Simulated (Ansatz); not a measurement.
WS2, 6 atoms in the cell. The cell holds a slab with vacuum, 6 atoms: a = 3.183 Å, b = 3.183 Å, c = 23.669 Å, α = 90.00°, β = 90.00°, γ = 120.00°. 

| Quantity | Value |
| --- | --- |
| Program | Ansatz 0.2.0 |
| Task | relaxation of cell and atoms |
| Functional | LDA |
| Potentials or basis | Ansatz PAW |
| Cutoff | 420 eV (not typed: the program's choice for these potentials) |
| k mesh | 7 × 7 × 2 |
| Occupations | fermi-dirac, width 0.05 eV |
| Spin | no spin polarisation |
| Hubbard terms | W d U = 8 eV |
| Hubbard projectors | ortho-atomic (the default) |
| Double counting | fll (the default) |

Potentials or basis: Ansatz PAW.

Launch:

```bash
$ ansatz run input.yaml --threads 2 --pin off --max-ram 5632MiB --backend cpu --events-out ev --progress --plain --runs-dir out
```

Hardware: 2 threads of Arm Neoverse V2, with other jobs on the host.

Task: Estimate the wall time of this run.

Result: Wall time 29 s on 2 threads of Arm Neoverse V2, on a shared host, peak memory 0.51 GiB. Counts: scf iterations 64, plane waves 3883, k points 16, bands 32, ion steps 6.
